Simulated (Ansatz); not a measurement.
## Structure relaxation of W₃S

Computed with DFT PBE, scalar-relativistic, plane waves, PAW in Ansatz. Cutoff 420 eV, Γ-centred k mesh, Gaussian smearing, no spin polarisation in the final step.

W₃S was placed on the Li3N structure type (P6/mmm, No. 191), with S in place of N, W in place of Li, at a guessed volume.

```
W S
1.0
     4.29290    0.00000    0.00000
    -2.14645    3.71776    0.00000
     0.00000    0.00000    4.53071
W S
3 1
Direct
  0.00000 0.00000 0.50000
  0.33333 0.66667 0.00000
  0.66667 0.33333 0.00000
  0.00000 0.00000 0.00000
```

Cell and atoms relax at zero pressure; the relaxation can't lower the symmetry of the start. After a coarse first stage the cell is made exact in the group found at 0.06 Å.

Energies over the elements count from the elements' standard structures at the same level, with no empirical corrections.

Describe the relaxed structure.

It keeps P6/mmm (No. 191). The result has the Li3N structure. Conventional cell: a = 4.421 Å, c = 4.373 Å. W on Wyckoff site b (1 atom of the primitive cell) is coordinated by 2 S at 2.19 Å; W on Wyckoff site c (2 atoms of the primitive cell) is coordinated by 3 S at 2.55 Å and 3 W at 2.55 Å; around S lie 2 W at 2.19 Å and 6 W at 2.55 Å.

```xyz
4
Lattice="4.4208 0.0000 0.0000 -2.2104 3.8286 0.0000 0.0000 0.0000 4.3734" Properties=species:S:1:pos:R:3 pbc="T T T"
W     0.0000    0.0000    2.1867
W     0.0000    2.5524    0.0000
W     2.2104    1.2762    0.0000
S     0.0000    0.0000    0.0000
```

What are its volume, energy, density and gap?

The volume per atom is 18.51 Å³, the density is 13.09 g/cm³ and the energy over the elements is 1.46 eV/atom. The gap on the 12×12×10 mesh is 0 eV (a metal).

The final run used a 12×12×10 mesh on its 4-atom cell and 0.10 eV smearing. For metals, differences of a few meV/atom aren't resolved. Spin–orbit coupling is left out. Symmetry constrained the relaxation, so the result can be a saddle point.

Cost: 3 runs of about 1.6 core-minutes in all, on Intel Xeon Platinum 8259CL (Skylake/Cascade Lake) (shared hosts).